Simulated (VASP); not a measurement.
Write the native input for VASP 6.6.1 that does the following.

- Task: single point
- Functional: PBE
- Potentials or basis: VASP PAW PBE potentials, release 64 (W_sv, S)
- Cutoff: 520 eV
- k mesh: 6 × 6 × 6
- Occupations: fermi-dirac, width 0.02 eV
- Spin: no spin polarisation
- Dipole correction: no
- Further INCAR settings: ALGO = Fast; EDIFF = 1e-06; NBANDS = 20

The structure of WS2 lies in POSCAR:

```
WS2
1.0
    1.5985959938      0.9229498273      6.0871025276
   -1.5985959938      0.9229498273      6.0871025276
    0.0000000000     -1.8458996547      6.0871025276
W S
1 2
Direct
    0.0000000000      0.0000000000      0.0000000000
    0.2477300233      0.2477300233      0.2477300233
    0.7522699767      0.7522699767      0.7522699767
```

The cell was built by a generator and needn't be a form met in nature.

The input as run:

INCAR

```
  PREC = Accurate
  ENCUT = 520
  EDIFF = 1E-6
  ISMEAR = -1
  SIGMA = 0.02
  LREAL = False
  LASPH = True
  NELM = 100
  ALGO = Fast
  ISIF = 2
  LWAVE = False
  LCHARG = False
  GGA = PE
  NBANDS = 20
```

KPOINTS

```
regular mesh
0
Gamma
  6 6 6
```

Potentials or basis: VASP PAW PBE potentials, release 64 (W_sv, S).

Launch:

```console
$ cat potpaw_PBE.64/W_sv/POTCAR potpaw_PBE.64/S/POTCAR > POTCAR
$ mpirun -np 1 vasp_std > vasp.out
```

It gave:

```json
{"Pressure": "3.1 GPa", "Largest force": "0.163 eV/Å", "Band gap on the k mesh": "none (metal or under the smearing width)"}
```

Caveat: the k mesh is coarse (spacing up to 0.38 Å⁻¹), so the values aren't converged.

Run time: 62 s on 1 thread of Intel(R) Xeon(R) 6975P-C (Granite Rapids), with other jobs on the host, peak memory 0.32 GiB.
